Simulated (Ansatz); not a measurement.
# Sn (I4_1/amd) in Ansatz: single point with PBE

Aim: the single point of Sn with PBE.

Everything below comes from runs of Ansatz 0.2.0. Logs are shortened: lines on timing, memory, paths and dates and some standing lists are left out, and cuts for length are marked.

## (1) The cell of the first run

It takes space group I4_1/amd (No. 141, tetragonal). Conventional cell: a = 5.880 Å, b = 5.880 Å, c = 3.199 Å, α = 90.00°, β = 90.00°, γ = 90.00°. Sn (site symmetry -4m2) is surrounded by 6 Sn at 3.05 to 3.20 Å.

## (2) Single point, PBE (another cell of the same crystal, with 2 atoms)

input.yaml

```yaml
crystal:
  lattice:
    - [4.45495439, 0.0, 0.0]
    - [-3.3066746885, 2.9853845851, 0.0]
    - [-0.5741398507, -1.4926922926, 4.1579865041]
  atoms:
    - { symbol: Sn, position: [0.0, 0.0, 0.0] }
    - { symbol: Sn, position: [0.75, 0.25, 0.5] }
hamiltonian:
  xc: pbe
  pseudopotentials: { kind: paw }
kpoints:
  mp_grid: { grid: [9, 9, 9] }
scf:
  occupations: { method: gaussian, width: 0.1 }
output:
  forces: true
  stress: true
  eigenvalues: true
```

Potentials or basis: Ansatz PAW.

The run is started by

```console
$ ansatz run input.yaml --threads 2 --pin off --max-ram 5632MiB --backend cpu --events-out ev --progress --plain --runs-dir out
```

Standard output:

```text
Warning: RAYON_NUM_THREADS=2 ignored (pool sized by the plan → 2); use --threads N
Engine: ansatz 0.2.0, aarch64-unknown-linux-gnu
Pseudopotentials: kind: paw
Pseudopotential: Sn, paw, valence charge 14, recommended cutoff 420 eV (normal), Sn.paw.azcp
Functional definition: PBE
  parameter kappa = 0.804
  parameter beta = 0.06672455060314922
  exchange = pbe_x(kappa = kappa, mu = beta*pi^2/3)
  correlation = pbe_c(beta = beta)
Crystal: 2 atoms, lattice volume = 55.300 Å³
Basis set: ecut = 420 eV, 1109 PW (Γ), exchange–correlation on 60×60×60 points (8 copies of the dense FFT grid, shifted against one another)
Bands: 18, of which v1, the nominal top of the filled ones, is band 14 counted from 1 (13 counted from 0)
Symmetry: 16 space group operations
Space group: I41/amd (ITA 141), of the structure as read, at distance tolerance 3.8e-5 Å
k-points: 75 of 729
Non-local potential: Sn, projectors of the file, l = 0: 2, l = 1: 2, l = 2: 2, l = 3: 2
PAW form: soft (Blöchl's): semilocal exchange-correlation on the pseudo side does not see the compensation charge
PAW one-centre angular grid: Sn, 590 points (default); XC on 64 Gauss nodes
Initial density: superposition of atomic densities (neutral atoms: chi_scale 0, normalization atom), corrected by the library's trained network
Initial wavefunctions: pseudopotential atomic-orbital guess
Functional: x = pbe(κ = 0.804, μ = 0.2195149727645171), c = pbe(β = 0.06672455060314922)
SCF iter   1: F=—  HF=-12048.332227 eV  |F-HF|=—  |Δ(HF+E_count)|=         —  Δρ=9.56e-4  dr2=2.82e-4  ethr=1.77e-3  ⟨swp⟩=5.7  Hψ=6772  notcnv=0
preconditioner: auto → Kerker (q_TF=auto, 2.436 Å⁻¹)  [metal: Δε(μ)=0.002 eV  Ē_g=20.187 eV  σ=0.100 eV  W_gap=0.01  n_scr=16 (ndim 8)  ℏωp=26.4 eV  f_vac=0.000  D(μ)=0.97/eV (n_scr^D=4)]
SCF iter   2: F=—  HF=-12048.331288 eV  |F-HF|=—  |Δ(HF+E_count)|=   9.38e-4  Δρ=5.99e-4  dr2=1.46e-4  ethr=1.01e-6  ⟨swp⟩=2.1  Hψ=2992  notcnv=0
SCF iter   3: F=—  HF=-12048.331305 eV  |F-HF|=—  |Δ(HF+E_count)|=   1.64e-5  Δρ=3.15e-4  dr2=4.01e-5  ethr=5.21e-7  ⟨swp⟩=2.9  Hψ=2616  notcnv=0
SCF iter   4: F=—  HF=-12048.331327 eV  |F-HF|=—  |Δ(HF+E_count)|=   2.23e-5  Δρ=1.47e-4  dr2=7.42e-6  ethr=1.43e-7  ⟨swp⟩=3.0  Hψ=2396  notcnv=0
SCF iter   5: F=—  HF=-12048.331332 eV  |F-HF|=—  |Δ(HF+E_count)|=   4.74e-6  Δρ=8.01e-5  dr2=2.02e-6  ethr=2.65e-8  ⟨swp⟩=2.0  Hψ=1640  notcnv=0
SCF iter   6: F=—  HF=-12048.331331 eV  |F-HF|=—  |Δ(HF+E_count)|=   9.02e-7  Δρ=2.41e-5  dr2=2.11e-7  ethr=7.23e-9  ⟨swp⟩=2.0  Hψ=2089  notcnv=0
SCF iter   7: F=-12048.331331 eV  HF=-12048.331331 eV  |F-HF|=1.83e-8  |Δ(HF+E_count)|=   1.27e-7  Δρ=6.36e-6  dr2=1.42e-8  ethr=3.57e-10  ⟨swp⟩=5.4  Hψ=5304  notcnv=0
SCF 1 converged in 7 iterations: F = -12048.331331 eV  dr2 = 1.42e-8
SCF converged after 7 iterations
Free energy (F): -12048.331331 eV
Harris-Foulkes:  -12048.331331 eV  (|F-HF|=1.83e-8)
Internal energy: -12048.326466 eV  (E = F + TS)
E sigma→0 (E₀):  -12048.328898 eV
Entropy (-TS):   -0.004865 eV (-2.433 meV/atom)
Fermi energy:    10.477540 eV
--- Per-component energies (eV) ---
  E_band       = -171.155469
  E_kinetic    = 373.019367
  E_local      = -1725.508906  (includes V_loc(G=0)·N_el)
  E_nonlocal   = -64.780261
  E_hartree    = 1074.118347
  E_xc         = -765.153332
  E_vxc        = -192.118325  (∫ρ·V_xc dr)
  E_paw        = -8272.281073  (= ΣΔE_a)
  E_vpaw       = -709.996733  (= ΣTr[D̂ρ^β])
  E_aug_tail   = -0.000001  (compensation charges beyond the density's cutoff)
  E_ewald      = -2667.740606
  E_smearing   = -0.004865  (= −TS)
  E_closure    = 0.000000  (closes the sum)
  Σ components = -12048.331331   (vs F -12048.331331, Δ=0.00e0)
--- Forces (eV/Å), atoms counted from 1 ---
  atom   1  Sn    -0.00000000    -0.00000000    -0.00000000
  atom   2  Sn     0.00000000     0.00000000     0.00000000
  max |Σ_I F_I| component: 6.94e-18 eV/Å
--- Stress (GPa, compression-positive) ---
        1.485026      -0.131696      -0.000000
       -0.131696       1.193287      -0.000000
       -0.000000      -0.000000       1.535680
  P = ⅓ Tr σ = 1.4047 GPa (14.047 kbar)
--- Band table (eV; the first three rows and the last of 75) ---
  k-point 0: bands = ["-11.1689", "-11.0913", "-11.0490", "-11.0387", "-10.8973", "-10.8973", "-10.8871", "-10.8871", "-10.8050", "-10.7004", "-0.5314", "6.7622", "8.5300", "8.5300", "13.4596", "16.5871", "16.5871", "17.2054"]
  k-point 1: bands = ["-11.1592", "-11.0929", "-11.0450", "-11.0408", "-10.9019", "-10.8920", "-10.8845", "-10.8835", "-10.8107", "-10.7102", "-0.4221", "5.9535", "8.6598", "9.1343", "13.9657", "15.6681", "15.9951", "17.1617"]
  k-point 2: bands = ["-11.1313", "-11.0964", "-11.0594", "-11.0180", "-10.9168", "-10.8801", "-10.8795", "-10.8730", "-10.8268", "-10.7367", "-0.0942", "4.6270", "9.0457", "9.9560", "14.2572", "14.8167", "15.3735", "16.8536"]
  k-point 74: bands = ["-11.1034", "-11.1022", "-10.9403", "-10.9159", "-10.9137", "-10.9061", "-10.8936", "-10.8820", "-10.8773", "-10.8762", "2.6581", "3.0106", "5.8151", "6.1747", "15.5002", "15.5075", "19.0117", "19.4882"]
```

Wall time 1.9 s (2 threads of Arm Neoverse V2, shared host); peak memory 0.42 GiB.

Results:

| Property | Result |
| --- | --- |
| Free energy | -12048.3313 eV |
| Pressure | 1.4 GPa |
| Band gap on the k mesh | none (metal or under the smearing width) |

Levels at points of the mesh, in eV from the Fermi level:
```tsv
k point	band 10	band 11	band 12	band 13	band 14	band 15	band 16	band 17	band 18
(0.00, 0.00, 0.00)	-21.18	-11.01	-3.72	-1.95	-1.95	2.98	6.11	6.11	6.73
```
